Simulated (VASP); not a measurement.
# ScAl7N8 (P3m1) in VASP: notebook, part 2 of 2

VASP 6.6.1. The steps go on from the part before.

## 3. Relaxation of cell and atoms, PBE

The input, INCAR:

```
SYSTEM = ScAl7N8
ALGO = Normal
EDIFF = 1E-7
EDIFFG = -0.005
ENCUT = 600
GGA = PE
IBRION = 2
ISIF = 3
ISMEAR = 0
KPAR = 4
LASPH = .True.
LCHARG = .False.
LREAL = .False.
LWAVE = .False.
NELM = 80
NSW = 90
PREC = Accurate
SIGMA = 0.03
```

The input, KPOINTS:

```
k-points
0
Gamma
  6 6 5
  0 0 0
```

The input, POSCAR:

```
ScAl7N8                                 
1.0
   -0.0000000000     -0.0000000000     -5.0486156002
    3.1839773389      5.5148105116     -0.0000000000
    3.1839773389     -5.5148105116      0.0000000000
  Sc              Al              N             
     1     7     8
Direct
     0.0089270974348934    0.1666666699999979    0.3333333300000021
     0.0022260843613627    0.1680454199108494    0.8340227049554317
     0.0022260843613627    0.6659772950445683    0.3319545800891506
     0.0022260843613627    0.6659772950445764    0.8340227049554236
     0.4995526640204409    0.3365385677731249    0.6730771455462464
     0.4995526640204409    0.3365385677731277    0.1634614322268722
     0.5029854617950174    0.8333333300000021    0.6666666699999979
     0.4995526640204409    0.8269228544537536    0.1634614322268750
     0.5855468082263631    0.1666666699999979    0.3333333300000021
     0.6215171980572776    0.1653173753415800    0.8326586826707929
     0.6215171980572776    0.6673413173292071    0.3346826246584200
     0.6215171980572776    0.6673413173292065    0.8326586826707935
     0.1242959227515501    0.3441633181080636    0.6883266462160285
     0.1242959227515501    0.3441633181079710    0.1558366818920290
     0.1197650249718120    0.8333333300000021    0.6666666699999979
     0.1242959227515501    0.8116733537839714    0.1558366818919365
```

Potentials or basis: VASP PAW PBE potentials, release 64 (Sc_sv, Al, N).

The run is started by

```sh
> cat potpaw_PBE.64/Sc_sv/POTCAR potpaw_PBE.64/Al/POTCAR potpaw_PBE.64/N/POTCAR > POTCAR
> mpirun -np 4 vasp_std > vasp.out
```

OUTCAR:

```text
SYSTEM = ScAl7N8
   EDIFF = 1E-7
   EDIFFG = -0.005
   ENCUT = 600
   GGA = PE
   IBRION = 2
   ISIF = 3
   ISMEAR = 0
   LASPH = .True.
   LREAL = .False.
   NELM = 80
   NSW = 90
   PREC = Accurate

 ion  position               nearest neighbor table
   1  0.009  0.167  0.333-  14 2.04  13 2.04  16 2.04   9 2.14   6 3.11   5 3.11   8 3.11   6 3.18
                             5 3.18   8 3.18   2 3.18   3 3.18   3 3.18   2 3.18   4 3.18   4 3.18
   2  0.002  0.168  0.834-  13 1.88  14 1.88  10 1.92  15 1.94   5 3.10   6 3.10   5 3.12   6 3.12
                             7 3.12   7 3.13   4 3.17   3 3.17   1 3.18   1 3.18   4 3.20   3 3.20
   3  0.002  0.666  0.332-  16 1.88  14 1.88  11 1.92  15 1.94   8 3.10   6 3.10   8 3.12   6 3.12
                             7 3.12   7 3.13   4 3.17   2 3.17   1 3.18   1 3.18   4 3.20   2 3.20
   4  0.002  0.666  0.834-  13 1.88  16 1.88  12 1.92  15 1.94   5 3.10   8 3.10   5 3.12   8 3.12
                             7 3.12   7 3.13   3 3.17   2 3.17   1 3.18   1 3.18   2 3.20   3 3.20
   5  0.500  0.337  0.673-  13 1.90   9 1.92  10 1.93  12 1.93   2 3.10   4 3.10   1 3.11   2 3.12
                             4 3.12   6 3.12   8 3.12   1 3.18   7 3.18   7 3.18   6 3.25   8 3.25
[... 267 lines left out ...]
      6      -7.5289      2.00000
[... 1141 lines left out ...]
     44      11.2393      0.00000
     45      11.7272      0.00000

 [... further k-points ...]

------------------------ aborting loop because EDIFF is reached ----------------------------------------

  FORCE on cell =-STRESS in cart. coord.  units (eV):
  Direction    XX          YY          ZZ          XY          YZ          ZX
  --------------------------------------------------------------------------------------
  -------------------------------------------------------------------------------------
  Total       -0.0258314     -0.0258314     -0.0403439      0.0000000      0.0000000      0.0000000
  in kB       -0.2334298     -0.2334298     -0.3645740      0.0000000      0.0000000      0.0000000
  external PRESSURE =      -0.2771446 kB  Pullay stress =       0.0000000 kB

 VOLUME and BASIS-vectors are now :
 -----------------------------------------------------------------------------
  energy-cutoff  :      600.00
  volume of cell :      177.30
      direct lattice vectors                 reciprocal lattice vectors
     0.000000000  0.000000000 -5.048615600     0.000000000  0.000000000 -0.198074102
     3.183977339  5.514810512  0.000000000     0.157036294  0.090664947  0.000000000
     3.183977339 -5.514810512  0.000000000     0.157036294 -0.090664947  0.000000000

 POSITION                                       TOTAL-FORCE (eV/Angst)
 -----------------------------------------------------------------------------------
      1.59199     -0.91914     -0.04507        -0.000000     -0.000000      0.000330
      3.19056     -3.67274     -0.01124         0.001301      0.000751      0.001159
      3.17739      1.84207     -0.01124        -0.001301      0.000751      0.001159
      4.77597     -0.92674     -0.01124        -0.000000     -0.001503      0.001159
      3.21459     -1.85595     -2.52205        -0.002564      0.001480      0.003737
      1.59199      0.95449     -2.52205        -0.000000     -0.002960      0.003737
[... 8 lines left out ...]
      4.77597      0.91914     -0.60465        -0.000000     -0.000000     -0.001785
      3.08053      3.61681     -0.62752        -0.001882     -0.001086      0.000590
 -----------------------------------------------------------------------------------
    total drift:                                0.000018      0.000083     -0.000088

  FREE ENERGIE OF THE ION-ELECTRON SYSTEM (eV)
  ---------------------------------------------------
  free  energy   TOTEN  =      -121.5423424672 eV

  energy  without entropy=     -121.5423424672  energy(sigma->0) =     -121.54234247

 reached required accuracy - stopping structural energy minimisation
```

OSZICAR:

```text
N       E                     dE             d eps       ncg     rms          rms(c)
DAV:   1     0.759966486871E+03    0.75997E+03   -0.35052E+04  8288   0.168E+03
DAV:   2    -0.283792450859E+02   -0.78835E+03   -0.76793E+03 10016   0.447E+02
DAV:   3    -0.137741460738E+03   -0.10936E+03   -0.10655E+03 11793   0.155E+02
DAV:   4    -0.143290063119E+03   -0.55486E+01   -0.55316E+01 12800   0.410E+01
DAV:   5    -0.143353305667E+03   -0.63243E-01   -0.63103E-01 10740   0.421E+00    0.279E+01
DAV:   6    -0.121238866180E+03    0.22114E+02   -0.10538E+02 12344   0.503E+01    0.100E+01
DAV:   7    -0.121616897791E+03   -0.37803E+00   -0.58347E+00 12899   0.146E+01    0.699E+00
DAV:   8    -0.121544878006E+03    0.72020E-01   -0.47504E-01 12827   0.473E+00    0.150E+00
DAV:   9    -0.121544539166E+03    0.33884E-03   -0.42880E-02 10718   0.138E+00    0.600E-01
DAV:  10    -0.121541323356E+03    0.32158E-02   -0.30492E-02 12872   0.101E+00    0.271E-01
DAV:  11    -0.121542065412E+03   -0.74206E-03   -0.38437E-03 11756   0.380E-01    0.145E-01
DAV:  12    -0.121542315906E+03   -0.25049E-03   -0.99082E-04  9235   0.157E-01    0.590E-02
DAV:  13    -0.121542346951E+03   -0.31045E-04   -0.21638E-04 12294   0.114E-01    0.291E-02
DAV:  14    -0.121542342788E+03    0.41627E-05   -0.63214E-05 12849   0.613E-02    0.912E-03
DAV:  15    -0.121542342034E+03    0.75422E-06   -0.64546E-06 10412   0.143E-02    0.550E-03
DAV:  16    -0.121542342466E+03   -0.43191E-06   -0.33595E-06 12132   0.981E-03    0.175E-03
DAV:  17    -0.121542342467E+03   -0.15589E-08   -0.20627E-07  7741   0.377E-03
   1 F= -.12154234E+03 E0= -.12154234E+03  d E =-.121542E+03
```

CONTCAR:

```text
ScAl7N8
   1.00000000000000
     0.0000000000000000    0.0000000000000000   -5.0486156001999998
     3.1839773389000001    5.5148105116000004    0.0000000000000000
     3.1839773389000001   -5.5148105116000004    0.0000000000000000
  Sc              Al              N
     1     7     8
Direct
     0.0089270974348921    0.1666666699999979    0.3333333300000021
     0.0022260843613608    0.1680454199108468    0.8340227049554301
     0.0022260843613608    0.6659772950445699    0.3319545800891532
     0.0022260843613608    0.6659772950445770    0.8340227049554230
     0.4995526640204417    0.3365385677731254    0.6730771455462445
     0.4995526640204417    0.3365385677731254    0.1634614322268746
[... 8 lines left out ...]
     0.1197650249718123    0.8333333300000021    0.6666666699999979
     0.1242959227515499    0.8116733537839735    0.1558366818919339

  0.00000000E+00  0.00000000E+00  0.00000000E+00
  0.00000000E+00  0.00000000E+00  0.00000000E+00
  0.00000000E+00  0.00000000E+00  0.00000000E+00
  0.00000000E+00  0.00000000E+00  0.00000000E+00
  0.00000000E+00  0.00000000E+00  0.00000000E+00
  0.00000000E+00  0.00000000E+00  0.00000000E+00
[... 8 lines left out ...]
  0.00000000E+00  0.00000000E+00  0.00000000E+00
  0.00000000E+00  0.00000000E+00  0.00000000E+00
```

Run time: 3.2 min. Hardware: 4 MPI ranks of Intel Xeon 6975P-C (Granite Rapids), shared host; peak memory 0.83 GiB.

Results:

```
Free energy                  : -121.5423 eV
Pressure after relaxing      : 0.0 GPa
Largest force after relaxing : 0.005 eV/Å
Band gap on the k mesh       : 3.89 eV, direct
```

Forces in eV/Å, atoms in the order of the input:
```
Sc   0.000  0.000  0.000
Al   0.001  0.001  0.001
Al  -0.001  0.001  0.001
Al   0.000 -0.002  0.001
Al  -0.003  0.001  0.004
Al   0.000 -0.003  0.004
Al   0.000  0.000  0.000
Al   0.003  0.001  0.004
N    0.000  0.000 -0.003
N    0.001  0.000 -0.004
N   -0.001  0.000 -0.004
N    0.000 -0.001 -0.004
N    0.002 -0.001  0.001
N    0.000  0.002  0.001
N    0.000  0.000 -0.002
N   -0.002 -0.001  0.001
```

Final structure:
```
Sc Al N
1.0
     0.00000    0.00000   -5.04862
     3.18398    5.51481    0.00000
     3.18398   -5.51481    0.00000
Sc Al N
1 7 8
Direct
  0.00893 0.16667 0.33333
  0.00223 0.16805 0.83402
  0.00223 0.66598 0.33195
  0.00223 0.66598 0.83402
  0.49955 0.33654 0.67308
  0.49955 0.33654 0.16346
  0.50299 0.83333 0.66667
  0.49955 0.82692 0.16346
  0.58555 0.16667 0.33333
  0.62152 0.16532 0.83266
  0.62152 0.66734 0.33468
  0.62152 0.66734 0.83266
  0.12430 0.34416 0.68833
  0.12430 0.34416 0.15584
  0.11977 0.83333 0.66667
  0.12430 0.81167 0.15584
```

Caveat: the relaxation stopped at its first step, so nothing moved; an odd mesh through Γ misses points on the zone boundary, where band edges often lie.
